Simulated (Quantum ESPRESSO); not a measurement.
Mg: equation of state with PBE

Crystal: Mg.

```xyz
1
Lattice="-1.8360 1.8360 1.6794 1.8360 -1.8360 1.6794 1.8360 1.8360 -1.6794" Properties=species:S:1:pos:R:3 pbc="T T T"
Mg    0.0000    0.0000    0.0000
```

This isn't the form of Mg at room conditions, which is hcp.

| Quantity | Value |
| --- | --- |
| Program | Quantum ESPRESSO 7.5 |
| Task | equation of state |
| Functional | PBE |
| Potentials or basis | SSSP 1.3 efficiency PBE |
| Cutoff | 748 eV |
| Density cutoff | 5987 eV |
| k mesh | 11 × 11 × 11 |
| Occupations | fermi-dirac, width 0.05 eV |
| Spin | no spin polarisation |
| Mixing beta | 0.5 |
| Most SCF iterations | 120 |
| SCF threshold | 2e-10 Ry |

| Quantity | Value |
| --- | --- |
| Equilibrium volume | 22.92 Å³/atom |
| Bulk modulus at fixed shape and positions | 36 GPa |
| Pressure derivative of the bulk modulus | 4.0 |

Energy against volume, from the lowest point:
| volume (Å³/atom) | energy (meV/atom) |
| --- | --- |
| 21.286 | 14.65 |
| 21.738 | 7.34 |
| 22.191 | 2.62 |
| 22.644 | 0.25 |
| 23.097 | 0.00 |
| 23.550 | 1.68 |
| 24.003 | 5.10 |

All runs of the series together: 74 s on 1 thread of Arm Neoverse V2, with other jobs on the host.

Caveat: the cell was scaled at fixed shape and fractional positions, which overstates the stiffness of a crystal with free parameters, most of all of layers and chains.
